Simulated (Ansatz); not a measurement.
The system is Pb.

```
CELL_PARAMETERS angstrom
3.52579 0.00000 0.00000
-1.76290 3.05343 0.00000
0.00000 0.00000 5.66356
ATOMIC_POSITIONS crystal
Pb 0.66667 0.33333 0.75000
Pb 0.33333 0.66667 0.25000
```

This isn't the form of Pb at room conditions, which is fcc.

The cell isn't the ideal one: volume scaled by 1.04.

| Property | Result |
| --- | --- |
| Program | Ansatz 0.2.0 |
| Task | relaxation of cell and atoms |
| Functional | HSE03 |
| Dispersion | D3(BJ) |
| Potentials or basis | Ansatz PAW |
| Cutoff | 420 eV (not typed: the program's choice for these potentials) |
| k mesh | 5 × 5 × 3 |
| Occupations | methfessel-paxton, width 0.2 eV |
| Spin | no spin polarisation |

At the start: volume 30.49 Å³/atom.

**Question.** How do energy, volume and symmetry change on relaxing?

**Answer.** It ends after 4 steps and the volume is 29.11 Å³/atom (-4.5 %); space group P6_3/mmc (No. 194, to 0.05 Å).

Step by step:
```
step  energy change (eV)  largest force (eV/Å)  volume (Å³)
   1              0.0000                0.0000        60.97
   2             -0.0218                0.0000        57.94
   3             -0.0224                0.0000        58.22
   4             -0.0222                0.0000        58.22
```

Final structure:
```yaml
crystal:
  lattice:
    - [3.49614, 0.00000, 0.00000]
    - [-1.74807, 3.02775, 0.00000]
    - [0.00000, 0.00000, 5.49997]
  atoms:
    - { symbol: Pb, position: [0.66667, 0.33333, 0.75000] }
    - { symbol: Pb, position: [0.33333, 0.66667, 0.25000] }
```

Caveat: the k mesh is coarse (spacing up to 0.41 Å⁻¹), so the values aren't converged, least of all with exact exchange; the plane-wave basis is chosen anew once the cell has moved, so the energies of steps on either side of that aren't comparable; pairwise dispersion overbinds metals, which lowers pressure and volume; the PAW data sets come from PBE, with cores solved anew for the run's functional, which leaves a small shift of forces and pressure; the dispersion damping was fitted for another functional or another form of the correction.
